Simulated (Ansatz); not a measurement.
TiAl: an elastic constant from a strain scan

The calculation used DFT PBE, scalar-relativistic, plane waves, PAW (Ansatz 0.2.0). Settings: plane waves to 420 eV, k-mesh 22×22×16 (Γ-centred), Gaussian smearing 0.15 eV. No spin polarisation. Energies are free energies at this smearing, counted from the undisturbed cell; pressure is positive in compression.

The undisturbed cell (relaxed at this level; it needn't be the usual structure):

```
CELL_PARAMETERS angstrom
2.82209 0.00000 0.00000
0.00000 2.82209 0.00000
0.00000 0.00000 4.07677
ATOMIC_POSITIONS crystal
Ti 0.00000 0.00000 0.00000
Al 0.50000 0.50000 0.50000
```

The cell is strained by ε times the Voigt pattern (1, 0, 0, 0, 0, 0) (xx, yy, zz, yz, xz, xy; engineering shear) with fractional coordinates fixed. The cell holds 2 atoms in V0 = 32.47 Å³. The stress column is τ = (1/V0) dE/dε, got from the stress tensor σ (compression positive) at each point as −det(1 + εP) σ : P(1 + εP)⁻¹, with P the pattern as a tensor.

| ε | ΔE (meV/atom) | τ (GPa) |
| --- | --- | --- |
| -0.0400 | 17.692 | -9.106 |
| -0.0300 | 9.755 | -6.593 |
| -0.0200 | 4.274 | -4.255 |
| -0.0100 | 1.077 | -2.083 |
| 0.0000 | 0.000 | -0.068 |
| 0.0100 | 0.890 | 1.802 |
| 0.0200 | 3.608 | 3.541 |
| 0.0300 | 8.028 | 5.164 |
| 0.0350 | 10.841 | 5.935 |
| 0.0400 | ? | ? |

Task: Which combination of elastic constants does this scan measure, and how large is it?

Result: For small ε, τ = τ0 + Kε with K = pᵀCp, which for this pattern is C11 in the Cartesian frame shown. The parabola through τ at ε = -0.0100, 0 and 0.0100 has slope K = 194 GPa at zero. The energies per cell, E = NΔE, of the same two points give K = 2[E(ε₊)/ε₊ − E(ε₋)/ε₋]/[(ε₊ − ε₋)V0] = 194 GPa, in agreement.

Task: Predict the withheld row at ε = 0.0400 from the harmonic law, and compare.

Result: ΔE = V0(τ0 ε + Kε²/2)/N = 15.469 meV/atom and τ = 7.70 GPa. The calculation gives 14.038 meV/atom and 6.68 GPa: the energy lies 9 % below the harmonic value, as bonds soften when stretched.

In a metal these slopes depend on the k mesh and the smearing.